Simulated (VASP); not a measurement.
# SnS2 in VASP: notebook

Aim: see how the results for SnS2 move with the level of theory and the settings. Levels: PBE, PBE+D3(BJ). Tasks: relaxation of cell and atoms.

All numbers are computed with VASP 6.6.1; they aren't measurements. Logs are shortened: lines on timing, memory, paths and dates and some standing lists are left out, and cuts for length are marked.

## 1. The structure

The cell holds a slab with vacuum, 3 atoms: a = 3.699 Å, b = 3.699 Å, c = 20.934 Å, α = 90.00°, β = 90.00°, γ = 120.00°.

## 2. Relaxation of cell and atoms, PBE

INCAR

```
SYSTEM = SnS2
PREC = Accurate ; ENCUT = 600
EDIFF = 1E-7 ; ISMEAR = 0
SIGMA = 0.03 ; LREAL = .False.
LASPH = .True. ; NELM = 80
ALGO = Normal ; ISIF = 3
LWAVE = .False. ; LCHARG = .False.
GGA = PE ; IBRION = 2
NSW = 90 ; EDIFFG = -0.005
LATTICE_CONSTRAINTS = .TRUE. .TRUE. .FALSE.
```

KPOINTS

```
Automatic mesh
0
Gamma
  12 12 1
  0 0 0
```

POSCAR

```
SnS2                                    
1.0
    3.6993278905      0.0000000000      0.0000000000
   -1.8496639453      3.2037119255      0.0000000000
    0.0000000000      0.0000000000     20.9340000000
  S               Sn            
     2     1
Direct
     0.6666666699999979    0.3333333300000021    0.4293744773899700
     0.3333333300000021    0.6666666699999979    0.5706255226100300
     0.0000000000000000    1.0000000000000000    0.5000000000000000
```

Potentials or basis: VASP PAW PBE potentials, release 64 (S, Sn_d).

Run with:

```
$ cat potpaw_PBE.64/S/POTCAR potpaw_PBE.64/Sn_d/POTCAR > POTCAR
$ mpirun -np 1 vasp_std > vasp.out
```

OUTCAR:

```text
SYSTEM = SnS2
   PREC = Accurate
   ENCUT = 600
   EDIFF = 1E-7
   ISMEAR = 0
   LREAL = .False.
   LASPH = .True.
   NELM = 80
   ISIF = 3
   GGA = PE
   IBRION = 2
   NSW = 90
   EDIFFG = -0.005

 ion  position               nearest neighbor table
   1  0.667  0.333  0.429-   3 2.60   3 2.60   3 2.60
   2  0.333  0.667  0.571-   3 2.60   3 2.60   3 2.60
   3  0.000  0.000  0.500-   1 2.60   2 2.60   2 2.60   1 2.60   1 2.60   2 2.60

  LATTYP: Found a hexagonal cell.
 ALAT       =     3.6993278905
 C/A-ratio  =     5.6588657777

  Lattice vectors:

 A1 = (   3.6993278905,   0.0000000000,   0.0000000000)
 A2 = (  -1.8496639453,   3.2037119255,   0.0000000000)
 A3 = (   0.0000000000,   0.0000000000,  20.9340000000)

Analysis of symmetry for initial positions (statically):
=====================================================================
 Subroutine PRICEL returns:
 Original cell was already a primitive cell.

 Routine SETGRP: Setting up the symmetry group for a
 hexagonal supercell.

 Subroutine GETGRP returns: Found 12 space group operations
 (whereof 12 operations were pure point group operations)
 out of a pool of 24 trial point group operations.

The static configuration has the point symmetry D_3d.

Analysis of symmetry for dynamics (positions and initial velocities):
=====================================================================
 Subroutine PRICEL returns:
 Original cell was already a primitive cell.

 Routine SETGRP: Setting up the symmetry group for a
 hexagonal supercell.

 Subroutine GETGRP returns: Found 12 space group operations
 (whereof 12 operations were pure point group operations)
 out of a pool of 24 trial point group operations.

The dynamic configuration has the point symmetry D_3d.

 Subroutine INISYM returns: Found 12 space group operations
 (whereof 12 operations are pure point group operations),
 and found     1 'primitive' translations

----------------------------------------------------------------------------------------

                                     Primitive cell

  volume of cell :     248.1010

  direct lattice vectors                    reciprocal lattice vectors
     3.699327891  0.000000000  0.000000000     0.270319374  0.156068964  0.000000000
    -1.849663945  3.203711925  0.000000000     0.000000000  0.312137927  0.000000000
     0.000000000  0.000000000 20.934000000     0.000000000  0.000000000  0.047769179

  length of vectors
     3.699327891  3.699327887 20.934000000     0.312137927  0.312137927  0.047769179

  position of ions in fractional coordinates (direct lattice)
     0.666666670  0.333333330  0.429374477
     0.333333330  0.666666670  0.570625523
     0.000000000  0.000000000  0.500000000

  ion indices of the primitive-cell ions
   primitive index   ion index
                 1           1
                 2           2
                 3           3

----------------------------------------------------------------------------------------

 KPOINTS: Automatic mesh

Automatic generation of k-mesh.
 Grid dimensions read from file:
 generate k-points for:   12   12    1

 Generating k-lattice:

  Cartesian coordinates                     Fractional coordinates (reciprocal lattice)
     0.022526615  0.013005747  0.000000000     0.083333333  0.000000000  0.000000000
     0.000000000  0.026011494  0.000000000     0.000000000  0.083333333  0.000000000
     0.000000000  0.000000000  0.047769179     0.000000000  0.000000000  1.000000000

  Length of vectors
     0.026011494  0.026011494  0.047769179

  Shift w.r.t. Gamma in fractional coordinates (k-lattice)
     0.000000000  0.000000000  0.000000000

 Subroutine IBZKPT returns following result:
 ===========================================

 Found     19 irreducible k-points:

 Following reciprocal coordinates:
            Coordinates               Weight
  0.000000  0.000000  0.000000      1.000000
  0.083333  0.000000  0.000000      6.000000
  0.166667  0.000000  0.000000      6.000000
  0.250000  0.000000  0.000000      6.000000
  0.333333  0.000000  0.000000      6.000000
  0.416667  0.000000  0.000000      6.000000
[... 11 lines left out ...]
  0.333333  0.250000  0.000000     12.000000
  0.333333  0.333333  0.000000      2.000000
   k-points           NKPTS =     19   k-points in BZ     NKDIM =     19   number of bands    NBANDS=     17
   number of dos      NEDOS =    301   number of ions     NIONS =      3
   total plane-waves  NPLWV = 151200
   dimension x,y,z NGX =    30 NGY =   30 NGZ =  168
   dimension x,y,z NGXF=    60 NGYF=   60 NGZF=  336
   ions per type =               2   1
   NGX,Y,Z   is equivalent  to a cutoff of  13.48, 13.48, 13.34 a.u.
   NGXF,Y,Z  is equivalent  to a cutoff of  26.96, 26.96, 26.68 a.u.
 SYSTEM =  SnS2
   PREC   = accura    normal or accurate (medium, high low for compatibility)
   ISTART =      0    job   : 0-new  1-cont  2-samecut
   ICHARG =      2    charge: 1-file 2-atom 10-const
   ISPIN  =      1    spin polarized calculation?
   LNONCOLLINEAR =      F non collinear calculations
   LSORBIT =      F    spin-orbit coupling
   LASPH  =      T    aspherical Exc in radial PAW
   ENCUT  =  600.0 eV  44.10 Ry    6.64 a.u.   7.39  7.39 41.81*2*pi/ulx,y,z
   NELM   =     80;   NELMIN=  2; NELMDL= -5     # of ELM steps
   EDIFF  = 0.1E-06   stopping-criterion for ELM
   LREAL  =      F    real-space projection
   EDIFFG = -.5E-02   stopping-criterion for IOM
   NSW    =     90    number of steps for IOM
   IBRION =      2    ionic relax: 0-MD 1-quasi-New 2-CG
   NFREE  =      1    steps in history (QN), initial steepest desc. (CG)
   ISIF   =      3    stress and relaxation
   ISYM   =      2    0-nonsym 1-usesym 2-fastsym
   POTIM  = 0.5000    time-step for ionic-motion
   TEBEG  =    0.0;   TEEND  =   0.0 temperature during run
   PSTRESS=    0.0 pullay stress
   NELECT =      26.0000    total number of electrons
   NUPDOWN=      -1.0000    fix difference up-down
   EMIN   =  10.00;   EMAX   =-10.00  energy-range for DOS
   EFERMI =   0.00;   METHOD = LEGACY
   ISMEAR =     0;   SIGMA  =   0.03  broadening in eV -4-tet -1-fermi 0-gaus
   EFERMI_NEDOS =   21; number of points for ismear=-14 and -15
   IALGO  =     38    algorithm
   IMIX   =      4    mixing-type and parameters
     AMIX     =   0.40;   BMIX     =  1.00
     AMIX_MAG =   1.60;   BMIX_MAG =  1.00
  volume/ion in A,a.u.               =      82.70       558.09
  Fermi-wavevector in a.u.,A,eV,Ry     =   0.771833  1.458552  8.105338  0.595726
  Thomas-Fermi vector in A             =   1.873335
   LORBIT       =      0    0 simple, 1 ext, 2 COOP (PROOUT), +10 PAW based schemes
   GGA     = PE    functional components
   LHFCALC =     F    Hartree Fock is set to
   AEXX    =    0.0000 exact exchange contribution
   IVDW    =     0    specifies the selected vdW correction
   LEPSILON=     F    determine dielectric tensor
   LRPA    =     F    only Hartree local field effects (RPA)
 conjugate gradient relaxation of ions
 non-spin polarized calculation
 Gauss-broadening in eV      SIGMA  =   0.03
  energy-cutoff  :      600.00
  volume of cell :      248.10
 maximum number of plane-waves:      8357
 NGX is ok and might be reduce to    30
   NGX = 15   NGY = 15   NGZ = 83

 number of electron      26.0000000 magnetization

 Free energy of the ion-electron system (eV)
  ---------------------------------------------------
  ext. energy  EPLUGINS =         0.00000000
  ---------------------------------------------------
  free energy    TOTEN  =       -13.21390947 eV

  energy without entropy =      -13.21390947  energy(sigma->0) =      -13.21390947

 E-fermi :  -3.5131     XC(G=0):  -3.1328

 val. band max:       -3.7156925270   @ k =   0.1667   0.0000   0.0000
 cond. band min:      -2.1420843278   @ k =   0.5000   0.0000   0.0000
 fundamental gap:      1.5736081992
 Fermi energy:        -3.5130846758

 k-point     1 :       0.0000    0.0000    0.0000
  band No.  band energies     occupation
      1     -24.4485      2.00000
      2     -24.4485      2.00000
      3     -24.4137      2.00000
      4     -24.3898      2.00000
      5     -24.3898      2.00000
      6     -16.9641      2.00000
[... 9 lines left out ...]
     16       1.7021      0.00000
     17       1.7021      0.00000

 k-point     2 :       0.0833    0.0000    0.0000
  band No.  band energies     occupation
      1     -24.4522      2.00000
      2     -24.4449      2.00000
      3     -24.4109      2.00000
      4     -24.3923      2.00000
      5     -24.3896      2.00000
      6     -16.8904      2.00000
[... 9 lines left out ...]
     16       1.5674      0.00000
     17       1.8695      0.00000

 k-point     3 :       0.1667    0.0000    0.0000
  band No.  band energies     occupation
      1     -24.4634      2.00000
      2     -24.4358      2.00000
      3     -24.4048      2.00000
      4     -24.3965      2.00000
      5     -24.3880      2.00000
      6     -16.6737      2.00000
[... 9 lines left out ...]
     16       1.9103      0.00000
     17       2.2695      0.00000

 k-point     4 :       0.2500    0.0000    0.0000
  band No.  band energies     occupation
      1     -24.4802      2.00000
      2     -24.4268      2.00000
      3     -24.4089      2.00000
      4     -24.3880      2.00000
      5     -24.3824      2.00000
      6     -16.3290      2.00000
[... 9 lines left out ...]
     16       2.4982      0.00000
     17       2.6630      0.00000
[... 243 lines left out ...]
      1     -24.4880      2.00000
      2     -24.4430      2.00000
      3     -24.4031      2.00000
      4     -24.3865      2.00000
      5     -24.3620      2.00000
      6     -15.3121      2.00000
[... 9 lines left out ...]
     16       2.7117      0.00000
     17       3.2440      0.00000

 k-point    18 :       0.3333    0.2500    0.0000
  band No.  band energies     occupation
      1     -24.4849      2.00000
      2     -24.4506      2.00000
      3     -24.4005      2.00000
      4     -24.3801      2.00000
      5     -24.3661      2.00000
      6     -14.9687      2.00000
[... 9 lines left out ...]
     16       2.5858      0.00000
     17       3.4645      0.00000

 k-point    19 :       0.3333    0.3333    0.0000
  band No.  band energies     occupation
      1     -24.4682      2.00000
      2     -24.4682      2.00000
      3     -24.3882      2.00000
      4     -24.3882      2.00000
      5     -24.3693      2.00000
      6     -14.7313      2.00000
[... 9 lines left out ...]
     16       2.4835      0.00000
     17       3.7724      0.00000

------------------------ aborting loop because EDIFF is reached ----------------------------------------

  FORCE on cell =-STRESS in cart. coord.  units (eV):
  Direction    XX          YY          ZZ          XY          YZ          ZX
  --------------------------------------------------------------------------------------
  -------------------------------------------------------------------------------------
  Total        0.0058286      0.0058286     -0.0030590     -0.0000000      0.0000000      0.0000000
  in kB        0.0376399      0.0376399     -0.0197542     -0.0000000      0.0000000      0.0000000
  external PRESSURE =       0.0185085 kB  Pullay stress =       0.0000000 kB

 VOLUME and BASIS-vectors are now :
 -----------------------------------------------------------------------------
  energy-cutoff  :      600.00
  volume of cell :      248.10
      direct lattice vectors                 reciprocal lattice vectors
     3.699327891  0.000000000  0.000000000     0.270319374  0.156068964  0.000000000
    -1.849663945  3.203711925  0.000000000     0.000000000  0.312137927  0.000000000
     0.000000000  0.000000000 20.934000000     0.000000000  0.000000000  0.047769179

 POSITION                                       TOTAL-FORCE (eV/Angst)
 -----------------------------------------------------------------------------------
      1.84966      1.06790      8.98853         0.000000      0.000000     -0.001427
     -0.00000      2.13581     11.94547        -0.000000     -0.000000      0.001427
      0.00000      0.00000     10.46700        -0.000000      0.000000      0.000000
 -----------------------------------------------------------------------------------
    total drift:                                0.000000      0.000000      0.000000

  FREE ENERGIE OF THE ION-ELECTRON SYSTEM (eV)
  ---------------------------------------------------
  free  energy   TOTEN  =       -13.2139094714 eV

  energy  without entropy=      -13.2139094714  energy(sigma->0) =      -13.21390947

 reached required accuracy - stopping structural energy minimisation
```

Run time: 92 s. Hardware: 1 thread of AMD EPYC 9R45 (Zen 5), shared host; peak memory 0.39 GiB.

What came out:

```yaml
Free_energy: -13.2139 eV
Band_gap_on_the_k_mesh: 1.57 eV, indirect (least direct gap 1.81 eV)
```

Final structure:
```
CELL_PARAMETERS angstrom
3.69933 0.00000 0.00000
-1.84966 3.20371 0.00000
0.00000 0.00000 20.93400
ATOMIC_POSITIONS crystal
S 0.66667 0.33333 0.42937
S 0.33333 0.66667 0.57063
Sn 0.00000 0.00000 0.50000
```

Levels at points of the mesh, in eV from the valence-band top:
| k point | band 10 | band 11 | band 12 | band 13 | band 14 | band 15 | band 16 | band 17 |
| --- | --- | --- | --- | --- | --- | --- | --- | --- |
| (0.00, 0.00, 0.00) | -0.47 | -0.47 | -0.10 | -0.10 | 2.34 | 3.81 | 5.42 | 5.42 |
| (0.50, 0.00, 0.00) | -2.17 | -1.93 | -0.44 | -0.23 | 1.57 | 4.80 | 6.42 | 6.44 |

Caveat: the relaxation stopped at its first step, so nothing moved; spin-orbit coupling is left out, which moves the levels of the heavy elements.

## 3. Relaxation of cell and atoms, PBE+D3(BJ)

This run uses another cell than the first one, of 80.03 Å³/atom, 0.968 times its volume.

INCAR

```
SYSTEM = SnS2
  PREC = Accurate
  ENCUT = 600
  EDIFF = 1E-6
  ISMEAR = 0
  SIGMA = 0.03
  LREAL = .False.
  LASPH = .True.
  NELM = 80
  ALGO = Normal
  ISIF = 3
  LWAVE = .False.
  LCHARG = .False.
  GGA = PE
  IVDW = 12
  IBRION = 2
  NSW = 90
  EDIFFG = -0.01
  LATTICE_CONSTRAINTS = .TRUE. .TRUE. .FALSE.
```

KPOINTS

```
regular mesh
0
Gamma
  12 12 1
  0 0 0
```

POSCAR

```
SnS2
1.0
    3.6390000000      0.0000000000      0.0000000000
   -1.8195000000      3.1514664400      0.0000000000
    0.0000000000      0.0000000000     20.9340000000
S Sn
2 1
Direct
    0.6666666700      0.3333333300      0.4299226100
    0.3333333300      0.6666666700      0.5700773900
    0.0000000000      0.0000000000      0.5000000000
```

Potentials or basis: VASP PAW PBE potentials, release 64 (S, Sn_d).

Run with:

```
$ cat potpaw_PBE.64/S/POTCAR potpaw_PBE.64/Sn_d/POTCAR > POTCAR
$ mpirun -np 1 vasp_std > vasp.out
```

Run time: 6 min. Hardware: 1 thread of Intel Xeon Platinum 8375C at 2.90GHz (Ice Lake), shared host; peak memory 0.48 GiB.

It converged, with:

| Item | Value |
| --- | --- |
| Free energy | -13.9039 eV |
| Relaxed volume | 81.09 Å³/atom |
| Relaxed cell | a = 3.663 Å, b = 3.663 Å, c = 20.934 Å, α = 90.00°, β = 90.00°, γ = 120.00° |
| Space group after relaxing (to 0.05 Å) | P-3m1 (No. 164) |
| Energy gained by relaxing | 3.3 meV/atom |
| Ionic steps | 6 |
| Largest force after relaxing | 0.003 eV/Å |
| Band gap on the k mesh | 1.58 eV, indirect (least direct gap 1.83 eV) |
| Dispersion energy per atom | -0.232 eV |

Forces in eV/Å, atoms in the order of the input:
```
S    0.000  0.000  0.003
S    0.000  0.000 -0.003
Sn   0.000  0.000  0.000
```

The path:
| step | energy change (eV) | largest force (eV/Å) | pressure (GPa) | volume (Å³) |
| --- | --- | --- | --- | --- |
| 1 | 0.0000 | 0.2851 | 0.54 | 240.08 |
| 2 | -0.0070 | 0.0476 | -0.24 | 246.28 |
| 3 | -0.0093 | 0.0593 | 0.01 | 244.19 |
| 4 | -0.0093 | 0.0549 | 0.00 | 244.27 |
| 5 | -0.0096 | 0.0336 | 0.00 | 243.90 |
| 6 | -0.0099 | 0.0031 | -0.01 | 243.27 |

Final structure:
```yaml
crystal:
  lattice:
    - [3.66310, 0.00000, 0.00000]
    - [-1.83155, 3.17234, 0.00000]
    - [0.00000, 0.00000, 20.93400]
  atoms:
    - { symbol: S, position: [0.66667, 0.33333, 0.42910] }
    - { symbol: S, position: [0.33333, 0.66667, 0.57090] }
    - { symbol: Sn, position: [0.00000, 0.00000, 0.50000] }
```

Levels at points of the mesh, in eV from the valence-band top:
```
           k point  band 11  band 12  band 13  band 14  band 15  band 16
(0.00, 0.00, 0.00)    -0.46    -0.08    -0.08     2.46     3.88     5.48
(0.50, 0.00, 0.00)    -2.04    -0.52    -0.26     1.58     4.80     6.33
```

Caveat: spin-orbit coupling is left out, which moves the levels of the heavy elements. Zero-point motion and thermal expansion aren't in these numbers.

## 4. Relaxation of cell and atoms, PBE+D3(BJ)

This run uses another cell than the first one, of 81.09 Å³/atom, 0.981 times its volume.

INCAR: that of step 3 with these lines changed.

```diff
@@ -3,3 +3,3 @@
   ENCUT = 600
-  EDIFF = 1E-6
+  EDIFF = 1E-7
   ISMEAR = 0
@@ -17,3 +17,3 @@
   NSW = 90
-  EDIFFG = -0.01
+  EDIFFG = -0.005
   LATTICE_CONSTRAINTS = .TRUE. .TRUE. .FALSE.
```

KPOINTS is that of step 3.

POSCAR

```
SnS2                                    
1.0
    3.6630995850     -0.0000000000      0.0000000000
   -1.8315497925      3.1723372927      0.0000000000
    0.0000000000      0.0000000000     20.9340000000
  S               Sn            
     2     1
Direct
     0.6666666699999979    0.3333333300000021    0.4290966644915219
     0.3333333300000021    0.6666666699999979    0.5709033355084782
     1.0000000000000000    1.0000000000000000    0.5000000000000000
```

Run with:

```
$ cat potpaw_PBE.64/S/POTCAR potpaw_PBE.64/Sn_d/POTCAR > POTCAR
$ mpirun -np 1 vasp_std > vasp.out
```

It took 2.4 min on 1 thread of Intel Xeon Platinum 8375C at 2.90GHz (Ice Lake), shared host; peak memory 0.44 GiB.

It converged, with:

```yaml
Free_energy: -13.9040 eV
Largest_force_after_relaxing: 0.003 eV/Å
Band_gap_on_the_k_mesh: 1.58 eV, indirect (least direct gap 1.83 eV)
Dispersion_energy_per_atom: -0.232 eV
```

Forces in eV/Å, atoms in the order of the input:
```
S    0.000  0.000  0.003
S    0.000  0.000 -0.003
Sn   0.000  0.000  0.000
```

Final structure:
```
S Sn
1.0
     3.66310    0.00000    0.00000
    -1.83155    3.17234    0.00000
     0.00000    0.00000   20.93400
S Sn
2 1
Direct
  0.66667 0.33333 0.42910
  0.33333 0.66667 0.57090
  0.00000 0.00000 0.50000
```

Levels at points of the mesh, in eV from the valence-band top:
```
           k point  band 10  band 11  band 12  band 13  band 14  band 15  band 16  band 17
(0.00, 0.00, 0.00)    -0.46    -0.46    -0.08    -0.08     2.46     3.88     5.48     5.48
(0.50, 0.00, 0.00)    -2.20    -2.04    -0.52    -0.26     1.58     4.80     6.33     6.35
```

Caveat: the relaxation stopped at its first step, so nothing moved; spin-orbit coupling is left out, which moves the levels of the heavy elements.
